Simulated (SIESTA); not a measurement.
Rh:

```
Rh
1.0
     2.73098    0.00000    0.00000
    -1.36549    2.36510    0.00000
     0.00000    0.00000    4.42849
Rh
2
Direct
  0.33333 0.66667 0.25000
  0.66667 0.33333 0.75000
```

This isn't the form of Rh at room conditions, which is fcc.

```yaml
Program: SIESTA 5.4.2
Task: single point
Functional: PBE
Potentials_or_basis: PseudoDojo 0.4 standard (PBE files)
Basis: DZP (energy shift 0.003 Ry; two zetas on semicore shells)
Grid_cutoff: 800 Ry
Energy_shift: 0.003 Ry
k_mesh: 11 × 11 × 6
Occupations: fermi-dirac, width 0.05 eV
Spin: no spin polarisation
```

On this cell: pressure -0.1 GPa; largest force under 0.003 eV/Å; band gap on the k mesh none (metal or under the smearing width).

The same run follows on a disturbed copy (atoms moved at random, drawn with an rms of 0.05 Å):

```xyz
2
Lattice="2.7310 0.0000 0.0000 -1.3655 2.3651 0.0000 0.0000 0.0000 4.4285" Properties=species:S:1:pos:R:3 pbc="T T T"
Rh    0.0101    1.5287    1.0722
Rh    1.3385    0.8279    3.3681
```

Problem. What does the disturbed cell give?

Solution. The energy (extrapolated to zero smearing) moves by +29.2 meV/atom; pressure 1.4 GPa; largest force 1.053 eV/Å; band gap on the k mesh none (metal or under the smearing width).

Forces on the atoms (eV/Å):
```
Rh  -0.165  0.331  0.986
Rh   0.164 -0.330 -0.986
```

Stress tensor (GPa, compression positive):
```
 2.34 -0.59 -0.50
-0.59 -0.19  0.87
-0.50  0.87  1.95
```

Caveats: the basis of atomic orbitals isn't converged, which shifts pressures, moduli and gaps.
